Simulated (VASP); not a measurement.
# MnS (P4_2/mmc) in VASP: further runs

One crystal, MnS, is run at these levels: PBEsol+U, r2SCAN; tasks: single point.

Program: VASP 6.6.1. These are calculated values, not measurements. Logs are shortened: lines on timing, memory, paths and dates and some standing lists are left out, and cuts for length are marked.

### Step 1. Starting point

Symmetry: P4_2/mmc, No. 131, tetragonal system. Conventional cell: a = 4.306 Å, b = 4.306 Å, c = 5.361 Å, α = 90.00°, β = 90.00°, γ = 90.00°. Mn (site symmetry mmm) has 4 S at 2.54 Å as nearest neighbours. Around S (site symmetry -4m2) lie 4 Mn at 2.54 Å and 2 S at 2.68 Å.

Measurements of this composition are mostly on another form, of space group No. 225.

### Step 2. Single point, PBEsol+U

The input, INCAR:

```
SYSTEM = MnS
ALGO = Fast ; EDIFF = 1E-7
ENCUT = 520 ; GGA = PS
ISIF = 2 ; ISMEAR = 0
LASPH = .TRUE. ; LCHARG = .TRUE.
LDAU = .TRUE. ; LDAUJ = 0 0
LDAUL = 2 -1 ; LDAUPRINT = 1
LDAUTYPE = 2 ; LDAUU = 3 0
LELF = .TRUE. ; LMAXMIX = 4
LREAL = .FALSE. ; LVHAR = .TRUE.
LWAVE = .FALSE. ; NELM = 150
PREC = Accurate ; SIGMA = 0.05
```

The input, KPOINTS:

```
k-points
0
G
  5 5 4
  0 0 0
```

The input, POSCAR:

```
MnS
1.0
    4.3056791600      0.0000000000      0.0000000000
    0.0000000000      4.3056791600      0.0000000000
    0.0000000000      0.0000000000      5.3605806400
Mn S
2 2
Direct
    0.0000000000      0.5000000000      0.0000000000
    0.5000000000      0.0000000000      0.5000000000
    0.0000000000      0.0000000000      0.2500000000
    0.0000000000      0.0000000000      0.7500000000
```

Potentials or basis: VASP PAW PBE potentials, release 64 (Mn_pv, S).

Run with:

```console
> cat potpaw_PBE.64/Mn_pv/POTCAR potpaw_PBE.64/S/POTCAR > POTCAR
> mpirun -np 1 vasp_std > vasp.out
```

OUTCAR:

```text
SYSTEM = MnS
   EDIFF = 1E-7
   ENCUT = 520
   GGA = PS
   ISIF = 2
   ISMEAR = 0
   LASPH = .TRUE.
   LREAL = .FALSE.
   NELM = 150
   PREC = Accurate

 ion  position               nearest neighbor table
   1  0.000  0.500  0.000-   3 2.54   4 2.54   3 2.54   4 2.54
   2  0.500  0.000  0.500-   3 2.54   4 2.54   3 2.54   4 2.54
   3  0.000  0.000  0.250-   1 2.54   2 2.54   1 2.54   2 2.54   4 2.68   4 2.68
   4  0.000  0.000  0.750-   1 2.54   2 2.54   1 2.54   2 2.54   3 2.68   3 2.68

  LATTYP: Found a simple tetragonal cell.
 ALAT       =     4.3056791600
 C/A-ratio  =     1.2450023424

  Lattice vectors:

 A1 = (   4.3056791600,   0.0000000000,   0.0000000000)
 A2 = (   0.0000000000,   4.3056791600,   0.0000000000)
 A3 = (   0.0000000000,   0.0000000000,   5.3605806400)

Analysis of symmetry for initial positions (statically):
=====================================================================
 Subroutine PRICEL returns:
 Original cell was already a primitive cell.

 Routine SETGRP: Setting up the symmetry group for a
 simple tetragonal supercell.

 Subroutine GETGRP returns: Found 16 space group operations
 (whereof  8 operations were pure point group operations)
 out of a pool of 16 trial point group operations.

The static configuration has the point symmetry D_2h.
 The point group associated with its full space group is D_4h.

Analysis of symmetry for dynamics (positions and initial velocities):
=====================================================================
 Subroutine PRICEL returns:
 Original cell was already a primitive cell.

 Routine SETGRP: Setting up the symmetry group for a
 simple tetragonal supercell.

 Subroutine GETGRP returns: Found 16 space group operations
 (whereof  8 operations were pure point group operations)
 out of a pool of 16 trial point group operations.

The dynamic configuration has the point symmetry D_2h.
 The point group associated with its full space group is D_4h.

 Subroutine INISYM returns: Found 16 space group operations
 (whereof  8 operations are pure point group operations),
 and found     1 'primitive' translations

----------------------------------------------------------------------------------------

                                     Primitive cell

  volume of cell :      99.3791

  direct lattice vectors                    reciprocal lattice vectors
     4.305679160  0.000000000  0.000000000     0.232251397  0.000000000  0.000000000
     0.000000000  4.305679160  0.000000000     0.000000000  0.232251397  0.000000000
     0.000000000  0.000000000  5.360580640     0.000000000  0.000000000  0.186546956

  length of vectors
     4.305679160  4.305679160  5.360580640     0.232251397  0.232251397  0.186546956

  position of ions in fractional coordinates (direct lattice)
     0.000000000  0.500000000  0.000000000
     0.500000000  0.000000000  0.500000000
     0.000000000  0.000000000  0.250000000
     0.000000000  0.000000000  0.750000000

  ion indices of the primitive-cell ions
   primitive index   ion index
                 1           1
                 2           2
                 3           3
                 4           4
[... 90 lines left out ...]
 LDA+U is selected, type is set to LDAUTYPE =  2
   angular momentum for each species LDAUL =     2   -1
   U (eV)           for each species LDAUU =   3.0  0.0
   J (eV)           for each species LDAUJ =   0.0  0.0
   GGA     = PS    functional components
   LHFCALC =     F    Hartree Fock is set to
   AEXX    =    0.0000 exact exchange contribution
   IVDW    =     0    specifies the selected vdW correction
   LEPSILON=     F    determine dielectric tensor
   LRPA    =     F    only Hartree local field effects (RPA)
 non-spin polarized calculation
 RMM-DIIS sequential band-by-band and
 Gauss-broadening in eV      SIGMA  =   0.05
  energy-cutoff  :      520.00
  volume of cell :       99.38
 maximum number of plane-waves:      2691
   NGX = 17   NGY = 17   NGZ = 19

atom =   1  type =  1  l = 2

 onsite density matrix

spin component  1

  0.8681  0.0000 -0.0000  0.0000  0.0000
  0.0000  0.3139  0.0000 -0.0000  0.0000
 -0.0000  0.0000  0.8725  0.0000 -0.0803
  0.0000 -0.0000  0.0000  0.0946  0.0000
  0.0000  0.0000 -0.0803  0.0000  0.4004

spin component  2

  0.8681  0.0000 -0.0000  0.0000  0.0000
  0.0000  0.3139  0.0000 -0.0000  0.0000
 -0.0000  0.0000  0.8725  0.0000 -0.0803
  0.0000 -0.0000  0.0000  0.0946  0.0000
  0.0000  0.0000 -0.0803  0.0000  0.4004

 occupancies and eigenvectors

  o =  0.0946  v =  0.0000  0.0000  0.0000  1.0000  0.0000  0.0000  0.0000  0.0000  0.0000  0.0000      0.0000  0.0000  0.0000  0.0000  0.0000  0.0000  0.0000  0.0000  0.0000  0.0000
  o =  0.0946  v =  0.0000  0.0000  0.0000  0.0000  0.0000  0.0000  0.0000  0.0000  1.0000  0.0000      0.0000  0.0000  0.0000  0.0000  0.0000  0.0000  0.0000  0.0000  0.0000  0.0000
[... 6 lines left out ...]
  o =  0.8858  v =  0.0000  0.0000  0.0000  0.0000  0.0000  0.0000 -0.0000 -0.9866  0.0000  0.1633      0.0000  0.0000  0.0000  0.0000  0.0000  0.0000  0.0000  0.0000  0.0000  0.0000
  o =  0.8858  v =  0.0000 -0.0000 -0.9866  0.0000  0.1633  0.0000  0.0000  0.0000  0.0000  0.0000      0.0000  0.0000  0.0000  0.0000  0.0000  0.0000  0.0000  0.0000  0.0000  0.0000

atom =   2  type =  1  l = 2

 onsite density matrix

spin component  1

  0.8681  0.0000 -0.0000  0.0000 -0.0000
  0.0000  0.0946  0.0000  0.0000  0.0000
 -0.0000  0.0000  0.8725  0.0000  0.0803
  0.0000  0.0000  0.0000  0.3139  0.0000
 -0.0000  0.0000  0.0803  0.0000  0.4004

spin component  2

  0.8681  0.0000 -0.0000  0.0000 -0.0000
  0.0000  0.0946  0.0000  0.0000  0.0000
 -0.0000  0.0000  0.8725  0.0000  0.0803
  0.0000  0.0000  0.0000  0.3139  0.0000
 -0.0000  0.0000  0.0803  0.0000  0.4004

 occupancies and eigenvectors

  o =  0.0946  v =  0.0000  1.0000 -0.0000  0.0000  0.0000  0.0000  0.0000  0.0000  0.0000  0.0000      0.0000  0.0000  0.0000  0.0000  0.0000  0.0000  0.0000  0.0000  0.0000  0.0000
  o =  0.0946  v =  0.0000  0.0000  0.0000  0.0000  0.0000  0.0000  1.0000 -0.0000  0.0000  0.0000      0.0000  0.0000  0.0000  0.0000  0.0000  0.0000  0.0000  0.0000  0.0000  0.0000
  o =  0.3139  v =  0.0000  0.0000  0.0000  1.0000  0.0000  0.0000  0.0000  0.0000  0.0000  0.0000      0.0000  0.0000  0.0000  0.0000  0.0000  0.0000  0.0000  0.0000  0.0000  0.0000
  o =  0.3139  v =  0.0000  0.0000  0.0000  0.0000  0.0000  0.0000  0.0000  0.0000  1.0000  0.0000      0.0000  0.0000  0.0000  0.0000  0.0000  0.0000  0.0000  0.0000  0.0000  0.0000
  o =  0.3871  v =  0.0000  0.0000  0.1633  0.0000 -0.9866  0.0000  0.0000  0.0000  0.0000  0.0000      0.0000  0.0000  0.0000  0.0000  0.0000  0.0000  0.0000  0.0000  0.0000  0.0000
  o =  0.3871  v =  0.0000  0.0000  0.0000  0.0000  0.0000  0.0000  0.0000  0.1633  0.0000 -0.9866      0.0000  0.0000  0.0000  0.0000  0.0000  0.0000  0.0000  0.0000  0.0000  0.0000
  o =  0.8681  v =  0.0000  0.0000  0.0000  0.0000  0.0000  1.0000  0.0000  0.0000  0.0000  0.0000      0.0000  0.0000  0.0000  0.0000  0.0000  0.0000  0.0000  0.0000  0.0000  0.0000
  o =  0.8681  v =  1.0000  0.0000  0.0000  0.0000  0.0000  0.0000  0.0000  0.0000  0.0000  0.0000      0.0000  0.0000  0.0000  0.0000  0.0000  0.0000  0.0000  0.0000  0.0000  0.0000
  o =  0.8858  v =  0.0000 -0.0000 -0.9866  0.0000 -0.1633  0.0000  0.0000  0.0000  0.0000  0.0000      0.0000  0.0000  0.0000  0.0000  0.0000  0.0000  0.0000  0.0000  0.0000  0.0000
  o =  0.8858  v =  0.0000  0.0000  0.0000  0.0000  0.0000  0.0000 -0.0000 -0.9866  0.0000 -0.1633      0.0000  0.0000  0.0000  0.0000  0.0000  0.0000  0.0000  0.0000  0.0000  0.0000

 number of electron      38.0000079 magnetization

 Free energy of the ion-electron system (eV)
  ---------------------------------------------------
  ext. energy  EPLUGINS =         0.00000000
  ---------------------------------------------------
  free energy    TOTEN  =       -17.25648804 eV

  energy without entropy =      -17.25245731  energy(sigma->0) =      -17.25447268

 E-fermi :   3.1320     XC(G=0):  -9.0145

 val. band max:        3.0778974063   @ k =   0.4000   0.4000   0.2500
 cond. band min:       3.1443446498   @ k =   0.2000   0.0000   0.2500
 fundamental gap:      0.0664472435
 Fermi energy:         3.1319718925

 k-point     1 :       0.0000    0.0000    0.0000
  band No.  band energies     occupation
      1     -44.9620      2.00000
      2     -44.9598      2.00000
      3     -44.5014      2.00000
      4     -44.5014      2.00000
      5     -44.4276      2.00000
      6     -44.4276      2.00000
[... 457 lines left out ...]
     22       3.4614      0.00000
     23       3.9553      0.00000

------------------------ aborting loop because EDIFF is reached ----------------------------------------

  FORCE on cell =-STRESS in cart. coord.  units (eV):
  Direction    XX          YY          ZZ          XY          YZ          ZX
  --------------------------------------------------------------------------------------
  -------------------------------------------------------------------------------------
  Total      -12.6897587    -12.6897587     -5.7104112     -0.0000000      0.0000000      0.0000000
  in kB     -204.5826416   -204.5826416    -92.0625085     -0.0000000      0.0000000      0.0000000
  external PRESSURE =    -167.0759306 kB  Pullay stress =       0.0000000 kB

 VOLUME and BASIS-vectors are now :
 -----------------------------------------------------------------------------
  energy-cutoff  :      520.00
  volume of cell :       99.38
      direct lattice vectors                 reciprocal lattice vectors
     4.305679160  0.000000000  0.000000000     0.232251397  0.000000000  0.000000000
     0.000000000  4.305679160  0.000000000     0.000000000  0.232251397  0.000000000
     0.000000000  0.000000000  5.360580640     0.000000000  0.000000000  0.186546956

 POSITION                                       TOTAL-FORCE (eV/Angst)
 -----------------------------------------------------------------------------------
      0.00000      2.15284      0.00000         0.000000      0.000000      0.000000
      2.15284      0.00000      2.68029         0.000000      0.000000      0.000000
      0.00000      0.00000      1.34015         0.000000      0.000000      0.000000
      0.00000      0.00000      4.02044        -0.000000      0.000000     -0.000000
 -----------------------------------------------------------------------------------
    total drift:                                0.000000      0.000000     -0.000000

  FREE ENERGIE OF THE ION-ELECTRON SYSTEM (eV)
  ---------------------------------------------------
  free  energy   TOTEN  =       -17.2564880426 eV

  energy  without entropy=      -17.2524573118  energy(sigma->0) =      -17.25447268
```

Wall time 41 s (1 thread of AMD EPYC 9R45 (Zen 5), shared host); peak memory 0.18 GiB.

Results:

```
Free energy            : -17.2565 eV
Pressure               : -16.7 GPa
Band gap on the k mesh : none (metal or under the smearing width)
```

Levels at points of the mesh, in eV from the Fermi level:
| k point | band 16 | band 17 | band 18 | band 19 | band 20 | band 21 | band 22 | band 23 |
| --- | --- | --- | --- | --- | --- | --- | --- | --- |
| (0.00, 0.00, 0.00) | -1.43 | -1.41 | -1.08 | 0.52 | 0.52 | 0.52 | 1.70 | 1.95 |
| (0.00, 0.00, 0.50) | -1.41 | -1.25 | -1.25 | -0.39 | -0.39 | 0.71 | 0.71 | 1.27 |

Eigenvalues of the final occupation matrices:
```tsv
site	spin	trace	eigenvalues
site 1 d	1	2.55	0.09 0.31 0.39 0.87 0.89
site 1 d	2	2.55	0.09 0.31 0.39 0.87 0.89
site 2 d	1	2.55	0.09 0.31 0.39 0.87 0.89
site 2 d	2	2.55	0.09 0.31 0.39 0.87 0.89
```

Caveat: the PAW data sets were made with another functional, which shifts forces and pressure a little; the run has no spin polarisation, though such a crystal can be magnetic; U without spin polarisation on a metal has little footing.

### Step 3. Single point, r2SCAN, collinear spin, ferromagnetic start

The input, INCAR:

```
SYSTEM = MnS
PREC     = Accurate       ! precision mode
ENCUT    = 520            ! plane-wave cutoff, eV
EDIFF    = 1E-7           ! SCF threshold, eV
ISMEAR   = 0              ! smearing method
SIGMA    = 0.05           ! smearing width, eV
LREAL    = .False.        ! projectors in reciprocal space
LASPH    = .True.         ! aspherical terms in the spheres
NELM     = 150            ! most SCF steps
ALGO     = Normal         ! electronic algorithm
ISIF     = 2              ! what is computed and relaxed
LWAVE    = .False.        ! write WAVECAR
LCHARG   = .False.        ! write CHGCAR
ISPIN    = 2              ! spin polarisation
MAGMOM   = 4 4 0 0        ! initial moments
LORBIT   = 11             ! projections on sites
LMAXMIX  = 4              ! l up to which the mixer works
METAGGA  = R2SCAN         ! meta-GGA
LMIXTAU  = .True.       
NBANDS   = 31             ! bands
```

The input, KPOINTS:

```
Automatic mesh
0
Gamma
  5 5 4
  0 0 0
```

POSCAR is that of step 2.

Potentials or basis: VASP PAW PBE potentials, release 64 (Mn_pv, S).

Run with:

```console
> cat potpaw_PBE.64/Mn_pv/POTCAR potpaw_PBE.64/S/POTCAR > POTCAR
> mpirun -np 1 vasp_std > vasp.out
```

Run time: 2.8 min. Hardware: 1 thread of Intel Xeon 6975P-C (Granite Rapids), shared host; peak memory 0.28 GiB.

It converged, with:

* Free energy: -46.4432 eV
* Pressure: -3.4 GPa
* Band gap on the k mesh: none (metal or under the smearing width)
* Net moment: 8.70 μB per cell
* Site moments: Mn +4.27; S -0.07 μB
* Valence electrons inside the program's atomic spheres: Mn 11.29; S 3.70

Stress tensor (GPa, compression positive):
```
-8.11  0.00  0.00
 0.00 -8.11  0.00
 0.00  0.00  6.12
```

Levels at points of the mesh, in eV from the Fermi level:
Spin up:
```csv
k point,band 20,band 21,band 22,band 23,band 24,band 25,band 26,band 27
"(0.00, 0.00, 0.00)",-3.81,-2.76,-0.23,-0.08,-0.08,1.82,2.31,3.77
"(0.00, 0.00, 0.50)",-3.23,-2.29,-2.29,-1.32,-1.32,0.90,0.90,3.77
```
Spin down:
| k point | band 12 | band 13 | band 14 | band 15 | band 16 | band 17 | band 18 | band 19 |
| --- | --- | --- | --- | --- | --- | --- | --- | --- |
| (0.00, 0.00, 0.00) | -3.56 | -3.56 | -1.75 | 0.43 | 1.25 | 1.46 | 1.53 | 1.70 |
| (0.00, 0.00, 0.50) | -3.88 | -3.68 | -3.68 | -0.57 | -0.57 | 1.54 | 1.54 | 1.56 |

Caveat: the PAW data sets were made with another functional, which shifts forces and pressure a little; semilocal functionals often make such compounds metallic where correlation or magnetic order opens a gap, which also shifts bond lengths; only a ferromagnetic start was run, and an antiferromagnetic order may lie lower in energy.

### Step 4. Single point, r2SCAN, collinear spin, antiferromagnetic start

The input, INCAR:

```
SYSTEM = MnS
  PREC = Accurate
  ENCUT = 520
  EDIFF = 1E-6
  ISMEAR = 0
  SIGMA = 0.05
  LREAL = .FALSE.
  LASPH = .TRUE.
  NELM = 150
  ALGO = Normal
  ISIF = 2
  LWAVE = .FALSE.
  LCHARG = .TRUE.
  ISPIN = 2
  MAGMOM = 4 -4 0 0
  LORBIT = 11
  LMAXMIX = 4
  METAGGA = R2SCAN
  LMIXTAU = .TRUE.
  LELF = .TRUE.
  LVHAR = .TRUE.
  NBANDS = 31
```

The input, KPOINTS:

```
regular mesh
0
G
  5 5 4
  0 0 0
```

POSCAR is that of step 3.

Run with:

```console
> cat potpaw_PBE.64/Mn_pv/POTCAR potpaw_PBE.64/S/POTCAR > POTCAR
> mpirun -np 1 vasp_std > vasp.out
```

Run time: 2.4 min. Hardware: 1 thread of Intel Xeon 6975P-C (Granite Rapids), shared host; peak memory 0.29 GiB.

Results (log left out):

| Property | Result |
| --- | --- |
| Free energy | -46.3601 eV |
| Pressure | -2.8 GPa |
| Band gap on the k mesh | none (metal or under the smearing width) |
| Net moment | 0.00 μB per cell |
| Site moments | Mn +4.29, -4.29; S +0.00 μB |
| Valence electrons inside the program's atomic spheres | Mn 11.29; S 3.71 |

Stress tensor (GPa, compression positive):
```
-9.57  0.00  0.00
 0.00 -9.57  0.00
 0.00  0.00 10.60
```

Levels at points of the mesh, in eV from the Fermi level:
Spin up:
```tsv
k point	band 16	band 17	band 18	band 19	band 20	band 21	band 22	band 23
(0.00, 0.00, 0.00)	-3.78	-3.17	-0.87	-0.51	0.94	1.24	1.72	1.75
(0.00, 0.00, 0.50)	-3.56	-3.31	-2.48	-1.34	-0.41	0.65	1.23	1.36
```
Spin down:
| k point | band 16 | band 17 | band 18 | band 19 | band 20 | band 21 | band 22 | band 23 |
| --- | --- | --- | --- | --- | --- | --- | --- | --- |
| (0.00, 0.00, 0.00) | -3.78 | -3.17 | -0.87 | -0.51 | 0.94 | 1.24 | 1.72 | 1.75 |
| (0.00, 0.00, 0.50) | -3.56 | -3.31 | -2.48 | -1.34 | -0.41 | 0.65 | 1.23 | 1.36 |

Caveat: the PAW data sets were made with another functional, which shifts forces and pressure a little; semilocal functionals often make such compounds metallic where correlation or magnetic order opens a gap, which also shifts bond lengths.

### Step 5. Single point, r2SCAN, collinear spin, zero start

The input, INCAR:

```
SYSTEM = MnS
PREC = Accurate ; ENCUT = 520
EDIFF = 1E-7 ; ISMEAR = 0
SIGMA = 0.05 ; LREAL = .False.
LASPH = .True. ; NELM = 150
ALGO = Normal ; ISIF = 2
LWAVE = .False. ; LCHARG = .False.
ISPIN = 2 ; MAGMOM = 0 0 0 0
LORBIT = 11 ; LMAXMIX = 4
METAGGA = R2SCAN ; LMIXTAU = .True.
NBANDS = 31
```

The input, KPOINTS:

```
Automatic mesh
0
Gamma
  5 5 4
  0 0 0
```

POSCAR is that of step 4.

Run with:

```console
> cat potpaw_PBE.64/Mn_pv/POTCAR potpaw_PBE.64/S/POTCAR > POTCAR
> mpirun -np 1 vasp_std > vasp.out
```

Run time: 5.1 min. Hardware: 1 thread of Intel Xeon 6975P-C (Granite Rapids), shared host; peak memory 0.31 GiB.

It converged, with:

```
Free energy                                           : -39.9974 eV
Pressure                                              : -17.9 GPa
Band gap on the k mesh                                : none (metal or under the smearing width)
Net moment                                            : 0.00 μB per cell
Valence electrons inside the program's atomic spheres : Mn 11.40; S 3.60
```

Stress tensor (GPa, compression positive):
```
-22.01   0.00   0.00
  0.00 -22.01   0.00
  0.00   0.00  -9.80
```

Levels at points of the mesh, in eV from the Fermi level:
Spin up:
| k point | band 16 | band 17 | band 18 | band 19 | band 20 | band 21 | band 22 | band 23 |
| --- | --- | --- | --- | --- | --- | --- | --- | --- |
| (0.00, 0.00, 0.00) | -0.72 | -0.71 | -0.35 | 0.20 | 0.20 | 0.57 | 1.92 | 2.05 |
| (0.00, 0.00, 0.50) | -0.79 | -0.53 | -0.53 | -0.11 | -0.11 | 0.37 | 0.37 | 1.26 |
Spin down:
```
           k point  band 16  band 17  band 18  band 19  band 20  band 21  band 22  band 23
(0.00, 0.00, 0.00)    -0.72    -0.71    -0.35     0.20     0.20     0.57     1.92     2.05
(0.00, 0.00, 0.50)    -0.79    -0.53    -0.53    -0.11    -0.11     0.37     0.37     1.26
```

Caveat: so large a pressure means that the cell lies far from this level's equilibrium, or that cutoff or potentials fall short; the potentials were made for another functional, which shifts forces and pressure; semilocal functionals often make such compounds metallic where correlation or magnetic order opens a gap, which also shifts bond lengths. With open d or f shells a metallic result of r2SCAN can be an artefact of self-interaction; +U or a hybrid may open a gap.

### Step 6. The runs side by side

```csv
level,spin,U,gap on the mesh (eV),pressure (GPa),moment (μB)
PBEsol+U,off,Mn d U = 3 eV,none,-16.7,-
r2SCAN,"collinear, ferromagnetic start",-,none,-3.4,8.70
r2SCAN,"collinear, antiferromagnetic start",-,none,-2.8,0.00
r2SCAN,"collinear, zero start",-,none,-17.9,0.00
```

Alike in all rows: task single point; potentials or basis VASP PAW PBE potentials, release 64 (Mn_pv, S); cell as given; k mesh 5 × 5 × 4; cutoff (eV) 520; smearing gaussian 0.05 eV.

Every run on the cell as given and a fine mesh finds a metal. The pressure there spans -17.9 GPa (r2SCAN) to -2.8 GPa (r2SCAN); a positive pressure means that this level wants a larger cell, a negative one a smaller.

Caveats: the PAW data sets were made with another functional, which shifts forces and pressure a little (some runs); semilocal functionals often make such compounds metallic where correlation or magnetic order opens a gap, which also shifts bond lengths (some runs); U without spin polarisation on a metal has little footing (some runs); so large a pressure means that the cell lies far from this level's equilibrium, or that cutoff or potentials fall short (some runs); the potentials were made for another functional, which shifts forces and pressure (some runs).

Absolute energies hang on the potentials; compare differences alone.
